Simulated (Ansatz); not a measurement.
KBr:

```
CELL_PARAMETERS angstrom
0.00000 3.30000 3.30000
3.30000 0.00000 3.30000
3.30000 3.30000 0.00000
ATOMIC_POSITIONS crystal
Br 0.50000 0.50000 0.50000
K 0.00000 0.00000 0.00000
```

- Program: Ansatz 0.2.0
- Task: relaxation of cell and atoms
- Functional: LDA
- Potentials or basis: all-electron LAPW, scalar-relativistic
- Basis error allowed: 0.001 eV/atom
- k mesh: 7 × 7 × 7
- Occupations: fermi-dirac, width 0.05 eV
- Spin: no spin polarisation

At the start: volume 35.94 Å³/atom.

Problem. Where does the relaxation end?

Solution. Over 5 steps the energy falls by 20.5 meV/atom and the volume is 32.39 Å³/atom (-9.9 %); space group Fm-3m (No. 225, to 0.05 Å).

The path:
| step | energy change (eV) | largest force (eV/Å) | volume (Å³) |
| --- | --- | --- | --- |
| 1 | 0.0000 | 0.0000 | 71.87 |
| 2 | -0.0294 | 0.0000 | 68.33 |
| 3 | -0.0403 | 0.0000 | 63.79 |
| 4 | -0.0410 | 0.0000 | 64.78 |
| 5 | -0.0410 | 0.0000 | 64.78 |

Final structure:
```
Br K
1.0
     0.00000    3.18757    3.18757
     3.18757    0.00000    3.18757
     3.18757    3.18757    0.00000
Br K
1 1
Direct
  0.50000 0.50000 0.50000
  0.00000 0.00000 0.00000
```
